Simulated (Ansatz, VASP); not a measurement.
## Two plane-wave programs on Rh

```
CELL_PARAMETERS angstrom
0.00000 1.89785 1.85989
1.89785 0.00000 1.85989
1.89785 1.89785 0.00000
ATOMIC_POSITIONS crystal
Rh 0.00000 0.00000 0.00000
```

Alike in both runs: functional PBE; k mesh 10 × 10 × 10; occupations fermi-dirac, width 0.05 eV; no spin polarisation.

```csv
,VASP,Ansatz
version,VASP 6.6.1,Ansatz 0.2.0
potentials or method,"VASP PAW PBE potentials, release 64 (Rh_pv)",Ansatz PAW
plane-wave cutoff (eV),520,420
valence electrons in the cell,15,17
task,single point,band structure
```

```csv
,VASP,Ansatz,Ansatz less VASP
gap on the k mesh at the Fermi level (eV),none,none,-
pressure (GPa),13.9,13.8,-0.17
largest component of the traceless stress (GPa),3.33,3.35,+0.017
```

A gap of «none» marks a metal or a gap that the smearing closes. The two sets of potentials don't hold the same shells in valence.
